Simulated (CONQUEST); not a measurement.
# PbS (Cmcm) in CONQUEST: further runs

The runs below take PbS through single point, with PBE.

Everything below comes from runs of CONQUEST 1.3. Logs are shortened: lines on timing, memory, paths and dates and some standing lists are left out, and cuts for length are marked.

### 1 The undisturbed crystal

Symmetry: Cmcm, No. 63, orthorhombic system. Conventional cell: a = 4.160 Å, b = 11.983 Å, c = 4.279 Å, α = 90.00°, β = 90.00°, γ = 90.00°. Pb (site symmetry m2m) is surrounded by 5 S at 2.69 to 2.99 Å. S (site symmetry m2m) is surrounded by 5 Pb at 2.69 to 2.99 Å.

Measurements of this composition are mostly on another form, of space group No. 225.

### 2 Single point, PBE (atoms moved at random, drawn with an rms of 0.05 Å)

Conquest_input

```
IO.Title PbS
IO.Coordinates coords.dat
IO.FractionalAtomicCoords T
IO.Iprint 2
IO.Iprint_init 1
General.NumberOfSpecies 2
General.PseudopotentialType hamann
AtomMove.TypeOfRun static
AtomMove.FullStress T
Grid.GridCutoff 20
DM.SolutionMethod diagon
Diag.MPMesh T
Diag.GammaCentred T
Diag.MPMeshX 7
Diag.MPMeshY 6
Diag.MPMeshZ 3
Diag.kT 0.00183747
minE.SCTolerance 1e-6
SC.MaxIters 100
IO.AtomChargeOutput T
%block ChemicalSpeciesLabel
1 207.200 Pb
2 32.070 S
%endblock
```

coords.dat

```
    7.8610818915     0.0000000000     0.0000000000
    0.0000000000     8.0867445760     0.0000000000
    0.0000000000     0.0000000000    22.6438204124
8
  0.0076275000   0.2486010000   0.1273095000 1 T T T
  0.5076275000   0.2486010000   0.6273095000 1 T T T
  0.4926690000   0.7528250000   0.3690370000 1 T T T
  0.9926690000   0.7528250000   0.8690370000 1 T T T
  0.0146640000   0.2471520000   0.3498250000 2 T T T
  0.5146640000   0.2471520000   0.8498250000 2 T T T
  0.4931300000   0.7521770000   0.1450740000 2 T T T
  0.9931300000   0.7521770000   0.6450740000 2 T T T
```

Potentials or basis: PseudoDojo NC PBE, DZP, grid cutoff 20 Ha.

Run with:

```sh
Conquest
```

The log of the run:

```text
Simulation cell dimensions:     7.8611 a0 x     8.0867 a0 x    22.6438 a0

      Atomic coordinates (a0)
         Atom         X         Y         Z  Species
            1    0.0600    2.0104    2.8828        1
            2    3.9905    2.0104   14.2047        1
            3    3.8729    6.0879    8.3564        1
            4    7.8035    6.0879   19.6783        1
            5    0.1153    1.9987    7.9214        2
            6    4.0458    1.9987   19.2433        2
            7    3.8765    6.0827    3.2850        2
            8    7.8071    6.0827   14.6069        2

         Monkhorst-Pack mesh:   7 x   6 x   3 gamma-centred
        This calculation includes non-local pseudopotentials,
         with a maximum core radius of      7.54117217

    Job title: PbS
    Job to be run: static calculation

[... 5 lines left out ...]
      Using Fermi-Dirac smearing

    Integration grid size:     16 x   20 x   48

    Integration grid spacing:  0.491 a0 x 0.404 a0 x 0.472 a0

    Number of species:  2
    --------------------------------------------------------
    |   #  mass (au)  Charge (e)  SF Rad (a0)  NSF  Label  |
    --------------------------------------------------------
    |   1    207.200      14.000        8.352   18  Pb     |
    |   2     32.070       6.000        6.878   13  S      |
    --------------------------------------------------------
          SCF tolerance:                 0.00000100
          SCF iterations:               100

    The functional used will be GGA PBE96

           radial cut-off to be used is taken to be max PAO cut-off radius for this species:    7.541172

           greatest ang. mom. for making density from PAOs:  2

           radial cut-off to be used is taken to be max PAO cut-off radius for this species:    6.083497

           greatest ang. mom. for making density from PAOs:  2
    Minimum blocs/proc is      240. Maximum blocs/proc is      240
    set_atom_dens: In set_atomic_density, electrons :      80.000000000000
 matrix_size & matrix_size_padH =          124         124

    Screened ion int: energy:    -246.022202928355 Ha

    new_SC_potl: Starting.  Tolerance:  0.10000E-05

    PulayMixSC: Starting Pulay mixing, A_up =  0.500 A_dn =  0.500
    PulayMixSC: Spin non-polarised calculation.
          Harris-Foulkes Energy            :      -325.879471686774934 Ha
          (TS=0 as O(N) or entropic contribution is negligible)
          DFT Total Energy                 :      -325.661703119829838 Ha
          Total number of electrons        :        80.000000000000071
    PulayMixSC: Pulay iteration     1 residual:              0.18378E-02
          Harris-Foulkes Energy            :      -325.804993219640096 Ha
          GroundState Energy (E-(1/2)TS)   :      -325.804993472609624 Ha
          Free Energy (E-TS)               :      -325.804993725579095 Ha
          DFT Total Energy                 :      -325.772510027962767 Ha
          Total number of electrons        :        80.000187589950770
    PulayMixSC: Pulay iteration     2 residual:              0.93785E-03
          Harris-Foulkes Energy            :      -325.794139044412077 Ha
          (TS=0 as O(N) or entropic contribution is negligible)
          DFT Total Energy                 :      -325.793594599021958 Ha
          Total number of electrons        :        80.000280813705970
    PulayMixSC: Pulay iteration     3 residual:              0.27187E-03
          Harris-Foulkes Energy            :      -325.794194195301941 Ha
          (TS=0 as O(N) or entropic contribution is negligible)
          DFT Total Energy                 :      -325.793218057999752 Ha
          Total number of electrons        :        80.000402565339400
    PulayMixSC: Pulay iteration     4 residual:              0.12375E-03
          Harris-Foulkes Energy            :      -325.793902818939216 Ha
          (TS=0 as O(N) or entropic contribution is negligible)
          DFT Total Energy                 :      -325.793886992856301 Ha
          Total number of electrons        :        80.000428629047363
    PulayMixSC: Pulay iteration     5 residual:              0.20360E-04
          Harris-Foulkes Energy            :      -325.793897190151540 Ha
          (TS=0 as O(N) or entropic contribution is negligible)
          DFT Total Energy                 :      -325.793896468269452 Ha
          Total number of electrons        :        80.000434744580005
    PulayMixSC: Pulay iteration     6 residual:              0.47028E-05
          Harris-Foulkes Energy            :      -325.793897014971492 Ha
          (TS=0 as O(N) or entropic contribution is negligible)
          DFT Total Energy                 :      -325.793896972677999 Ha
          Total number of electrons        :        80.000435573324182
    PulayMixSC: Pulay iteration     7 residual:              0.15837E-05
          Harris-Foulkes Energy            :      -325.793897015286802 Ha
          (TS=0 as O(N) or entropic contribution is negligible)
          DFT Total Energy                 :      -325.793896989345171 Ha
          Total number of electrons        :        80.000435602444327
    PulayMixSC: Pulay iteration     8 residual:              0.80423E-06
    PulayMixSC: Reached SCF tolerance of  0.80423E-06 after      8 iterations
      | Number of electrons      =        80.000436
      |* band energy as 2Tr[K.H] =       -46.043075470984412 Ha
      |  screened ion-ion energy =      -246.022202928354801 Ha
      |  Ha correction           =         1.376082040430713 Ha
      |  XC correction           =       -35.104708664380020 Ha
      |* Harris-Foulkes energy   =      -325.793897015286802 Ha
      |* DFT total energy        =      -325.793896989345171 Ha
      |  estimated accuracy      =        -0.000000025941631 Ha

    force: Forces on atoms (Ha/a0)
    force:  Atom   X              Y              Z
    force:     1  -0.0041606390   0.0014569686  -0.0257219981
    force:     2  -0.0041606390   0.0014569686  -0.0257219981
    force:     3   0.0060810464  -0.0023697236   0.0407101848
    force:     4   0.0060810464  -0.0023697236   0.0407101848
    force:     5   0.0004307003   0.0009311606   0.0129508103
    force:     6   0.0004307003   0.0009311606   0.0129508104
    force:     7   0.0000543621  -0.0007729555  -0.0069757653
    force:     8   0.0000543621  -0.0007729555  -0.0069757653

    force: Maximum force :        0.04071018(Ha/a0) on atom         4 in z direction
    force: Force Residual:        0.02549023 Ha/a0
    force: Total stress:         -4.60709933     0.05898588     0.00309647 GPa
                             0.05898588    -3.49600083    -0.04951432
                             0.00309647    -0.04951432    -4.27990196
    force: Average pressure:      4.12766738 GPa

    force: Finished force
    get_E_and_F: Change in energy during last step of electronic optimisation: -0.31531E-09

    BIBLIOGRAPHY: Please consider citing the following references in the conquest.bib file

    CONQUEST:         Bowler2002pt, Miyazaki2004, Nakata2020
    Basis:            Bowler2019
    DM:               Bowler:2006xr
    Pseudopotentials: Hamann2013, Bowler2019
    XC functional:    Perdew1996
```

Wall time 46 s (1 thread of Intel Xeon Platinum 8559C (Emerald Rapids), shared host); peak memory 0.22 GiB.

The run converged, but some of its settings lie outside the range that counts as converged, so its numbers aren't taken as properties of the crystal.

What came out:

```
Band gap on the k mesh : 1.11 eV
Mulliken charges       : Pb +0.62, +0.61; S -0.62, -0.61 e
```

Caveat: Mulliken charges move with the basis; the real-space grid is too coarse here: the forces don't sum to zero and aren't listed, and the energy moves when atoms move against the grid; spin-orbit coupling is left out, which as a rule narrows the gap of such compounds by several tenths of an eV; an odd mesh through Γ misses points on the zone boundary, where band edges often lie; the basis of atomic orbitals isn't converged, which shifts pressures, moduli and gaps.

### 3 Single point, PBE (atoms moved at random, drawn with an rms of 0.05 Å)

Edit Conquest_input of step 2 so:

```diff
@@ -9,3 +9,3 @@
 AtomMove.FullStress T
-Grid.GridCutoff 20
+Grid.GridCutoff 40
 DM.SolutionMethod diagon
```

coords.dat is that of step 2.

Potentials or basis: PseudoDojo NC PBE, DZP, grid cutoff 40 Ha.

Run with:

```sh
Conquest
```

Run time: 50 s. Hardware: 1 thread of Intel Xeon Platinum 8559C (Emerald Rapids), shared host; peak memory 0.36 GiB.

The run converged, but some of its settings lie outside the range that counts as converged, so its numbers aren't taken as properties of the crystal.

What came out:

* Pressure: 2.3 GPa
* Band gap on the k mesh: 1.12 eV
* Mulliken charges: Pb +0.62; S -0.62 e

Caveat: Mulliken charges move with the basis; the real-space grid is too coarse here: the forces don't sum to zero and aren't listed, and the energy moves when atoms move against the grid; spin-orbit coupling is left out, which as a rule narrows the gap of such compounds by several tenths of an eV; an odd mesh through Γ misses points on the zone boundary, where band edges often lie; the basis of atomic orbitals isn't converged, which shifts pressures, moduli and gaps.
